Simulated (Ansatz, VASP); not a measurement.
**BP: VASP beside Ansatz**

Contents of INCAR:

```
PREC = Accurate
ENCUT = 520
EDIFF = 1E-7
ISMEAR = -1
SIGMA = 0.05
LREAL = False
LASPH = True
NELM = 60
ALGO = Normal
ISIF = 2
LWAVE = False
LCHARG = False
GGA = PE
NBANDS = 11
```

Contents of KPOINTS:

```
Automatic mesh
0
Gamma
  10 10 10
```

The input POSCAR:

```
BP
1.0
    0.0000000000      2.2383340787      2.2383340787
    2.2383340787      0.0000000000      2.2383340787
    2.2383340787      2.2383340787      0.0000000000
P B
1 1
Direct
    0.7500000000      0.7500000000      0.7500000000
    0.0000000000      0.0000000000      0.0000000000
```

The input input.yaml:

```yaml
crystal:
  lattice:
    - [0.0, 2.2383340787, 2.2383340787]
    - [2.2383340787, 0.0, 2.2383340787]
    - [2.2383340787, 2.2383340787, 0.0]
  atoms:
    - { symbol: P, position: [0.75, 0.75, 0.75] }
    - { symbol: B, position: [0.0, 0.0, 0.0] }
hamiltonian:
  xc: pbe
  pseudopotentials: { kind: paw }
kpoints:
  mp_grid: { grid: [10, 10, 10] }
scf:
  occupations: { method: fermi_dirac, width: 0.05 }
output:
  forces: true
  stress: true
  eigenvalues: true
```

Change from the starting cell: volume scaled by 0.96.

Alike in both runs: task single point; functional PBE; k mesh 10 × 10 × 10; occupations fermi-dirac, width 0.05 eV; no spin polarisation.

```csv
,VASP,Ansatz
version,VASP 6.6.1,Ansatz 0.2.0
potentials or method,"VASP PAW PBE potentials, release 64 (P, B)",Ansatz PAW
plane-wave cutoff (eV),520,420
valence electrons in the cell,8,8
```

Ansatz gave:

```
gap on the k mesh at the Fermi level (eV) : 1.19
least direct gap on the mesh (eV)         : 3.47
pressure (GPa)                            : 8.5
```

Task: Which values does VASP return?

Result: gap on the k mesh at the Fermi level (eV): 1.18; least direct gap on the mesh (eV): 3.46; pressure (GPa): 8.2.

A k mesh can miss the band edges.
